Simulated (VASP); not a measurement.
**Bi: equation of state with PBEsol**

Crystal: Bi.

```
Bi
1.0
     2.26750    1.30914    3.93800
    -2.26750    1.30914    3.93800
     0.00000   -2.61828    3.93800
Bi
2
Direct
  0.76600 0.76600 0.76600
  0.23400 0.23400 0.23400
```

```json
{
  "Program": "VASP 6.6.1",
  "Task": "equation of state",
  "Functional": "PBEsol",
  "Potentials or basis": "VASP PAW PBE potentials, release 64 (Bi_d)",
  "Cutoff": "520 eV",
  "k mesh": "7 × 7 × 7",
  "Occupations": "fermi-dirac, width 0.05 eV",
  "Spin": "no spin polarisation",
  "Ladder": "free",
  "Further INCAR settings": "ALGO = Normal; EDIFF = 1e-07; NBANDS = 22"
}
```

```yaml
Equilibrium_volume: 34.83 Å³/atom
Bulk_modulus_at_fixed_shape_and_positions: 50 GPa
Pressure_derivative_of_the_bulk_modulus: 4.7
```

Energy against volume, from the lowest point:
| volume (Å³/atom) | energy (meV/atom) |
| --- | --- |
| 32.965 | 16.93 |
| 33.667 | 6.17 |
| 34.368 | 0.71 |
| 35.070 | 0.00 |
| 35.771 | 3.51 |
| 36.472 | 10.79 |
| 37.174 | 21.44 |

All runs of the series together: 4 min on 1 thread of Intel(R) Xeon(R) Platinum 8488C (Sapphire Rapids) (shared host).

Caveat: the cell was scaled at fixed shape and fractional positions, which overstates the stiffness of a crystal with free parameters, most of all of layers and chains; the PAW data sets were made with another functional, which shifts forces and pressure a little.
